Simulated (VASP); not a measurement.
# Al2O3 (P-6m2) in VASP: notebook, part 3 of 3

VASP 6.6.1.

## 6. Dielectric tensor, PBE

The input, INCAR:

```
ALGO = Normal
EDIFF = 1E-8
ENCUT = 460
GGA = PE
ISIF = 2
ISMEAR = 0
LASPH = T
LCHARG = F
LEPSILON = T
LREAL = F
LWAVE = F
NELM = 100
PREC = Accurate
SIGMA = 0.01
```

The input, KPOINTS:

```
k-points
0
Gamma
  10 10 3
```

The input, POSCAR:

```
Al2O3
1.0
    2.8843249483      0.0000000000      0.0000000000
   -1.4421624742      2.4978986780      0.0000000000
    0.0000000000      0.0000000000      9.3367544600
Al O
2 3
Direct
    0.0000000000      0.0000000000      0.8500076700
    0.0000000000      0.0000000000      0.1499923300
    0.3333333333      0.6666666667      0.7776830800
    0.6666666667      0.3333333333      0.0000000000
    0.3333333333      0.6666666667      0.2223169200
```

Potentials or basis: VASP PAW PBE potentials, release 64 (Al, O).

Started as:

```bash
> cat potpaw_PBE.64/Al/POTCAR potpaw_PBE.64/O/POTCAR > POTCAR
> mpirun -np 1 vasp_std > vasp.out
```

OUTCAR:

```text
EDIFF = 1E-8
   ENCUT = 460
   GGA = PE
   ISIF = 2
   ISMEAR = 0
   LASPH = T
   LEPSILON = T
   LREAL = F
   NELM = 100
   PREC = Accurate

 Found     28 irreducible k-points:

 Following reciprocal coordinates:
            Coordinates               Weight
  0.000000  0.000000  0.000000      1.000000
  0.100000  0.000000  0.000000      6.000000
  0.200000  0.000000  0.000000      6.000000
  0.300000 -0.000000  0.000000      6.000000
  0.400000 -0.000000  0.000000      6.000000
  0.500000  0.000000  0.000000      3.000000
   k-points           NKPTS =     28   k-points in BZ     NKDIM =     28   number of bands    NBANDS=     16
   number of dos      NEDOS =    301   number of ions     NIONS =      5
   total plane-waves  NPLWV =  28000
   dimension x,y,z NGX =    20 NGY =   20 NGZ =   70
   dimension x,y,z NGXF=    40 NGYF=   40 NGZF=  140
   ions per type =               2   3
   NGX,Y,Z   is equivalent  to a cutoff of  11.53, 11.53, 12.46 a.u.
   NGXF,Y,Z  is equivalent  to a cutoff of  23.06, 23.06, 24.93 a.u.
 SYSTEM =  unknown system
   PREC   = accura    normal or accurate (medium, high low for compatibility)
   ISTART =      0    job   : 0-new  1-cont  2-samecut
   ICHARG =      2    charge: 1-file 2-atom 10-const
   ISPIN  =      1    spin polarized calculation?
   LNONCOLLINEAR =      F non collinear calculations
   LSORBIT =      F    spin-orbit coupling
   LASPH  =      T    aspherical Exc in radial PAW
   ENCUT  =  460.0 eV  33.81 Ry    5.81 a.u.   5.04  5.04 16.33*2*pi/ulx,y,z
   NELM   =    100;   NELMIN=  2; NELMDL= -5     # of ELM steps
   EDIFF  = 0.1E-07   stopping-criterion for ELM
   LREAL  =      F    real-space projection
   EDIFFG = 0.1E-06   stopping-criterion for IOM
   NSW    =      0    number of steps for IOM
   IBRION =     -1    ionic relax: 0-MD 1-quasi-New 2-CG
   NFREE  =      0    steps in history (QN), initial steepest desc. (CG)
   ISIF   =      2    stress and relaxation
   ISYM   =      2    0-nonsym 1-usesym 2-fastsym
   POTIM  = 0.5000    time-step for ionic-motion
   TEBEG  =    0.0;   TEEND  =   0.0 temperature during run
   PSTRESS=    0.0 pullay stress
   NELECT =      24.0000    total number of electrons
   NUPDOWN=      -1.0000    fix difference up-down
   EMIN   =  10.00;   EMAX   =-10.00  energy-range for DOS
   EFERMI =   0.00;   METHOD = LEGACY
   ISMEAR =     0;   SIGMA  =   0.01  broadening in eV -4-tet -1-fermi 0-gaus
   EFERMI_NEDOS =   21; number of points for ismear=-14 and -15
   IALGO  =     38    algorithm
   IMIX   =      4    mixing-type and parameters
     AMIX     =   0.40;   BMIX     =  1.00
     AMIX_MAG =   1.60;   BMIX_MAG =  1.00
  volume/ion in A,a.u.               =      13.45        90.79
  Fermi-wavevector in a.u.,A,eV,Ry     =   1.161111  2.194181 18.343074  1.348178
  Thomas-Fermi vector in A             =   2.297686
   LORBIT       =      0    0 simple, 1 ext, 2 COOP (PROOUT), +10 PAW based schemes
   GGA     = PE    functional components
   LHFCALC =     F    Hartree Fock is set to
   AEXX    =    0.0000 exact exchange contribution
   IVDW    =     0    specifies the selected vdW correction
   LEPSILON=     T    determine dielectric tensor
   LRPA    =     F    only Hartree local field effects (RPA)
 non-spin polarized calculation
 Gauss-broadening in eV      SIGMA  =   0.01
  energy-cutoff  :      460.00
  volume of cell :       67.27
 maximum number of plane-waves:      1531
   NGX = 11   NGY = 11   NGZ = 33

[... 136 lines left out ...]
 -----------------------------------------------------------------------------
  energy-cutoff  :      460.00
  volume of cell :       67.27
      direct lattice vectors                 reciprocal lattice vectors
     2.884324948  0.000000000  0.000000000     0.346701574  0.200168247  0.000000000
    -1.442162474  2.497898678  0.000000000     0.000000000  0.400336494  0.000000000
     0.000000000  0.000000000  9.336754460     0.000000000  0.000000000  0.107103598

 POSITION                                       TOTAL-FORCE (eV/Angst)
 -----------------------------------------------------------------------------------
      0.00000      0.00000      7.93631         0.000000      0.000000      0.004605
      0.00000      0.00000      1.40044        -0.000000      0.000000     -0.004605
     -0.00000      1.66527      7.26104         0.000000     -0.000000     -0.010126
      1.44216      0.83263      0.00000        -0.000000     -0.000000      0.000000
     -0.00000      1.66527      2.07572         0.000000     -0.000000      0.010126
 -----------------------------------------------------------------------------------
    total drift:                                0.000000     -0.000000     -0.000000

  FREE ENERGIE OF THE ION-ELECTRON SYSTEM (eV)
  ---------------------------------------------------
  free  energy   TOTEN  =       -36.3967812199 eV

  energy  without entropy=      -36.3967812199  energy(sigma->0) =      -36.39678122

 HEAD OF MICROSCOPIC STATIC DIELECTRIC TENSOR (INDEPENDENT PARTICLE, excluding Hartree and local field effects)
 ------------------------------------------------------
           2.752963    -0.000000     0.000000
          -0.000000     2.752963     0.000000
          -0.000000     0.000000     2.587494
 ------------------------------------------------------

 Free energy of the ion-electron system (eV)
  ---------------------------------------------------
  ---------------------------------------------------
  free energy    TOTEN  =        -0.34468886 eV

  energy without entropy =       -0.34468886

------------------------ aborting loop because EDIFF is reached ----------------------------------------

--------------------------------------- Ionic step        2  -------------------------------------------

------------------------ aborting loop because EDIFF is reached ----------------------------------------

--------------------------------------- Ionic step        3  -------------------------------------------

 Free energy of the ion-electron system (eV)
  ---------------------------------------------------
  ---------------------------------------------------
  free energy    TOTEN  =        -0.19022411 eV

  energy without entropy =       -0.19022411

------------------------ aborting loop because EDIFF is reached ----------------------------------------

 PIEZOELECTRIC TENSOR FIELD DIRECTION 3  (e Angst)
 -----------------------------------------------------------------------------
    -0.00013  0.00000  0.00000           ( -0.00000  0.00000  0.00000)
     0.00000 -0.00013  0.00000           (  0.00000 -0.00000 -0.00000)
     0.00000 -0.00000  0.00031           (  0.00000 -0.00000 -0.00000)

 PIEZOELECTRIC TENSOR FIELD DIRECTION 3  (C/m^2)
 -----------------------------------------------------------------------------
    -0.00003  0.00000  0.00000
     0.00000 -0.00003  0.00000
     0.00000 -0.00000  0.00007

 MACROSCOPIC STATIC DIELECTRIC TENSOR (including local field effects in DFT)
 ------------------------------------------------------
           2.691013    -0.000000     0.000000
          -0.000000     2.691013    -0.000000
           0.000000     0.000000     1.942807
 ------------------------------------------------------

 PIEZOELECTRIC TENSOR (including local field effects)  for field in x, y, z        (e  Angst)
          XX          YY          ZZ          XY          YZ          ZX
  --------------------------------------------------------------------------------
  x     0.00000    -0.00000    -0.00000    -0.07840     0.00000     0.00000
  y    -0.07840     0.07840    -0.00000    -0.00000     0.00000     0.00000
  z     0.00000     0.00000     0.00000    -0.00000     0.00000     0.00000

 PIEZOELECTRIC TENSOR (including local field effects)  for field in x, y, z        (C/m^2)
          XX          YY          ZZ          XY          YZ          ZX
  --------------------------------------------------------------------------------
  x     0.00000    -0.00000    -0.00000    -0.01867     0.00000     0.00000
  y    -0.01867     0.01867    -0.00000    -0.00000     0.00000     0.00000
  z     0.00000     0.00000     0.00000    -0.00000     0.00000     0.00000

 BORN EFFECTIVE CHARGES (including local field effects) (in |e|, cummulative output)
 ---------------------------------------------------------------------------------
 ion    1
    1     3.02595    -0.00000     0.00000
    2    -0.00000     3.02595     0.00000
    3     0.00000     0.00000     1.52322
 ion    2
    1     3.02595    -0.00000    -0.00000
    2    -0.00000     3.02595    -0.00000
    3     0.00000     0.00000     1.52322
 ion    3
    1    -1.90459     0.00000    -0.00000
    2     0.00000    -1.90459     0.00000
    3    -0.00000     0.00000    -0.91878
 ion    4
    1    -2.24273     0.00000     0.00000
    2     0.00000    -2.24273     0.00000
    3    -0.00000     0.00000    -1.20888
 ion    5
    1    -1.90459     0.00000     0.00000
    2     0.00000    -1.90459     0.00000
    3     0.00000    -0.00000    -0.91878
```

OSZICAR:

```text
N       E                     dE             d eps       ncg     rms          rms(c)
DAV:   1     0.126214090271E+03    0.12621E+03   -0.11795E+04   904   0.121E+03
DAV:   2    -0.332590235327E+02   -0.15947E+03   -0.15595E+03  1168   0.281E+02
DAV:   3    -0.408385252269E+02   -0.75795E+01   -0.75689E+01  1224   0.724E+01
[... 12 lines left out ...]
RMM:   9    -0.190265255136E+00   -0.74525E-04   -0.77159E-04  2094   0.126E-02    0.258E-03
RMM:  10    -0.190238704895E+00    0.26550E-04   -0.19650E-04  2062   0.512E-03    0.610E-04
RMM:  11    -0.190221673951E+00    0.17031E-04   -0.50031E-05  2087   0.210E-03    0.398E-04
RMM:  12    -0.190230295859E+00   -0.86219E-05   -0.66493E-05  2114   0.985E-04    0.655E-05
RMM:  13    -0.190224603968E+00    0.56919E-05   -0.79702E-06  1607   0.159E-04    0.126E-05
RMM:  14    -0.190224112590E+00    0.49138E-06    0.87346E-07   856   0.456E-05    0.294E-06
```

stdout:

```text
POSCAR found type information on POSCAR AlO
 POSCAR found :  2 types and       5 ions
 scaLAPACK will be used
 LDA part: xc-table for (Slater+PW92), standard interpolation
 POSCAR, INCAR and KPOINTS ok, starting setup
 FFT: planning ... GRIDC
 FFT: planning ... GRID_SOFT
 FFT: planning ... GRID
 WAVECAR not read
 entering main loop
 Linear response reoptimize wavefunctions to high precision
 Linear response G [H, r] |phi>, progress :
  Direction:   1
 Linear response G [H, r] |phi>, progress :
  Direction:   2
 Linear response G [H, r] |phi>, progress :
  Direction:   3
 Linear response to external field (no local field effect), progress :
  Direction:   1
 dielectric tensor                  component  1 :     2.547    -0.467    -0.003
 Linear response to external field (no local field effect), progress :
  Direction:   2
 dielectric tensor                  component  2 :    -0.467     2.959    -0.003
 Linear response to external field (no local field effect), progress :
  Direction:   3
 dielectric tensor                  component  3 :    -0.003    -0.003     2.587
 Linear response to external field, progress :
  Direction:   1
 dielectric tensor                  component  1 :     2.691     0.000     0.001
 Linear response to external field, progress :
  Direction:   2
 dielectric tensor                  component  2 :    -0.175     2.691    -0.003
 Linear response to external field, progress :
  Direction:   3
 dielectric tensor                  component  3 :    -0.002    -0.004     1.943
 Born effective charges drift removed
```

Wall time 2.9 min (1 thread of Intel Xeon Platinum 8488C (Sapphire Rapids), shared host); peak memory 0.31 GiB.

These settings aren't checked as converged: the numbers below hold their error.

What came out:

```
Band gap on the k mesh                  : 4.77 eV, indirect (least direct gap 5.01 eV)
Electronic dielectric tensor (diagonal) : 2.69, 2.69, 1.94
Born charges (mean of the diagonal)     : Al +2.53; O -1.58, -1.90 e
```

Caveat: the cutoff is under 1.25 times the usual one of these potentials, so pressure, stress and relaxed cells hold a basis-set (Pulay) error; an odd mesh through Γ misses points on the zone boundary, where band edges often lie.

## 7. The reference run

An earlier run on the cell as given: functional PBE; potentials or basis VASP PAW PBE potentials, release 64 (Al, O); cutoff 520 eV; k mesh 11 × 11 × 3; occupations fermi-dirac, width 0.05 eV; no spin polarisation.

- Pressure: 0.1 GPa
- Largest force: 0.012 eV/Å
- Band gap on the k mesh: 4.77 eV, indirect (least direct gap 5.01 eV)
